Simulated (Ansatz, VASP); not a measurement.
# Sr: VASP beside Ansatz

Contents of INCAR:

```
SYSTEM = Sr
PREC = Accurate ; ENCUT = 520
EDIFF = 1E-7 ; ISMEAR = 0
SIGMA = 0.15 ; LREAL = .False.
LASPH = .True. ; NELM = 80
ALGO = Fast ; ISIF = 2
LWAVE = .False. ; LCHARG = .True.
GGA = PE ; LELF = .True.
LVHAR = .True. ; NBANDS = 11
```

The input KPOINTS:

```
regular mesh
0
Gamma
  16 16 16
  0 0 0
```

Contents of POSCAR:

```
Sr
1.0
    0.0000000000      2.8629609625      3.4355531550
    2.8629609625      0.0000000000      3.4355531550
    2.8629609625      2.8629609625      0.0000000000
Sr
1
Direct
    0.0000000000      0.0000000000      0.0000000000
```

Input for Ansatz:

```yaml
crystal:
  lattice:
    - [0.0, 2.8629609625, 3.435553155]
    - [2.8629609625, 0.0, 3.435553155]
    - [2.8629609625, 2.8629609625, 0.0]
  atoms:
    - { symbol: Sr, position: [0.0, 0.0, 0.0] }
basis:
  ecutwfc: 420
kpoints:
  mp_grid: { grid: [16, 16, 16] }
hamiltonian:
  xc: pbe
scf:
  occupations: { method: gaussian, width: 0.15 }
output:
  forces: true
  stress: true
  eigenvalues: true
```

Alike in both runs: task single point; functional PBE; k mesh 16 × 16 × 16; occupations gaussian, width 0.15 eV; no spin polarisation.

|  | VASP | Ansatz |
| --- | --- | --- |
| version | VASP 6.6.1 | Ansatz 0.2.0 |
| potentials or method | VASP PAW PBE potentials, release 64 (Sr_sv) | scalar-relativistic, plane waves, PAW |
| plane-wave cutoff (eV) | 520 | 420 |
| valence electrons in the cell | 10 | 10 |

```csv
,VASP,Ansatz,Ansatz less VASP
gap on the k mesh at the Fermi level (eV),none,none,-
pressure (GPa),-0.3,-0.3,0.00
largest component of the traceless stress (GPa),1.25,1.25,+0.001
```

A gap of «none» marks a metal or a gap that the smearing closes. The functional is the same, so the differences come from potentials, cutoffs and numerics.
